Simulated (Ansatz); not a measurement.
## Al$_{2}$Cu: how the energy converges with the cutoff

Al$_{2}$Cu, P1, a = 4.087 Å, b = 4.103 Å, c = 2.909 Å, α, β, γ = 89.5°, 90.3°, 90.0°. Ansatz: r2SCAN, PAW, cutoff varied, Γ-centred 8×8×10 mesh on 3 atoms, Gaussian smearing 0.10 eV; no spin polarisation. Single points at one geometry with displaced atoms, the cutoff alone changed; ΔE is the energy at zero smearing over the run at 600 eV. The runs up to 350 eV lie under the cutoff recommended for these PAW datasets.

```tsv
cutoff (eV)	ΔE (meV/atom)
200	?
250	897.10
300	111.30
350	10.07
500	0.38
```

Problem. Assume ΔE falls exponentially with the cutoff, fit y = ln ΔE against x, the cutoff in eV, to the other rows, and predict the missing value.

Solution. y = 6.799, 4.712, 2.310, -0.968. Means x = 350.0, y = 3.2132; Σ(Δx)² = 35000, ΣΔxΔy = -1061; the slope is their ratio. y = 13.82 − 0.03031 x, a factor of ten per 76 eV. At 200 eV this gives ΔE = 2340.22 meV/atom. The run gave 5419.49, a ratio of 0.43. Between neighbouring rows the decay runs from a factor of ten per 48 eV to one per 105 eV, so one exponential is only a rough guide. The fast fall gives way to a slow tail, so a fit to low cutoffs promises convergence too early.

Cost: 6 runs of about 2.4 core-minutes in all, on Intel Xeon Platinum 8375C (Ice Lake) (shared hosts).